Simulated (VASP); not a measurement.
A run of VASP 6.6.1:

File INCAR:

```
PREC     = Accurate       # precision mode
ENCUT    = 300            # plane-wave cutoff, eV
EDIFF    = 1E-7           # SCF threshold, eV
ISMEAR   = 1              # smearing method
SIGMA    = 0.1            # smearing width, eV
LREAL    = F              # projectors in reciprocal space
LASPH    = T              # aspherical terms in the spheres
NELM     = 80             # most SCF steps
ALGO     = Normal         # electronic algorithm
ISIF     = 2              # what is computed and relaxed
LWAVE    = F              # write WAVECAR
LCHARG   = F              # write CHGCAR
GGA      = PE             # functional
IBRION   = 2              # ionic algorithm
NSW      = 40             # ionic steps
EDIFFG   = -0.01          # ionic threshold
```

KPOINTS

```
Automatic mesh
0
Gamma
  5 5 5
```

Contents of POSCAR:

```
ScAl3                                   
1.0
    4.1810621498      0.0000000000      0.0000000000
    0.0000000000      4.1810621498      0.0000000000
    0.0000000000      0.0000000000      4.1810621498
  Sc              Al            
     1     3
Direct
     0.0000000000000000    0.0000000000000000    0.0000000000000000
     0.5000000000000000    0.0000000000000000    0.5000000000000000
     0.0000000000000000    0.5000000000000000    0.5000000000000000
     0.5000000000000000    0.5000000000000000    0.0000000000000000
```

Potentials or basis: VASP PAW PBE potentials, release 64 (Sc_sv, Al).

Command:

```bash
$ cat potpaw_PBE.64/Sc_sv/POTCAR potpaw_PBE.64/Al/POTCAR > POTCAR
$ mpirun -np 1 vasp_std > vasp.out
```

Hardware: 1 thread of Intel(R) Xeon(R) Platinum 8259CL CPU @ 2.50GHz (Skylake/Cascade Lake), on a shared host.

Question: How long does it take, and how much memory?

Answer: It took 10 s on 1 thread of Intel(R) Xeon(R) Platinum 8259CL CPU @ 2.50GHz (Skylake/Cascade Lake) (shared host), peak memory 0.13 GiB. Counts: scf iterations 13, k points 10, ion steps 1.
